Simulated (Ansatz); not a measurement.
Relaxed ZnTe (zinc blende):

```
ZnTe
1.0
    0.00000     3.05670     3.05670
    3.05670     0.00000     3.05670
    3.05670     3.05670     0.00000
Te Zn
1 1
Direct
  0.75000   0.75000   0.75000
  0.00000   0.00000   0.00000
```

In each cell atom 1 (Te, nearest neighbour Zn at 2.647 Å; its periodic images, 4.3 Å or more away, move with it) moves by s·(0.707, 0.707, 0.000) (along Cartesian [110]), the rest being held.

The numbers are results of r2SCAN (plane waves to 500 eV, PAW, scalar-relativistic; Ansatz, a first-principles code), not measurements. k mesh 8×8×8 (Γ-centred), Fermi-Dirac smearing 0.05 eV. E stands for the smeared free energy. Spin-orbit coupling is left out, though Te is heavy. ZnTe was relaxed with its symmetry unable to fall. ΔE is measured from the undisplaced structure.

Successive frames, forces in eV/Å:

```csv
frame,ΔE (meV/cell),F on Te1,F on Zn2
s = 0.158 Å,62,"(-0.567, -0.567, -0.209)","(0.567, 0.567, 0.209)"
s = 0.000 Å,0,"(0.000, 0.000, 0.000)","(0.000, 0.000, 0.000)"
s = -0.158 Å,62,"(0.567, 0.567, -0.209)","(-0.567, -0.567, 0.209)"
```

**Question.** What are the energy and the forces in the next frame, s = -0.316 Å?

**Answer.** ΔE (meV/cell) = 260.

| atom | Fx | Fy | Fz |
|---|---|---|---|
| Te1 | 1.228 | 1.228 | -0.866 |
| Zn2 | -1.228 | -1.228 | 0.866 |

(For displaced atoms, the force is minus the slope of the energy, and its curvature is a force constant, which sets phonon frequencies.)
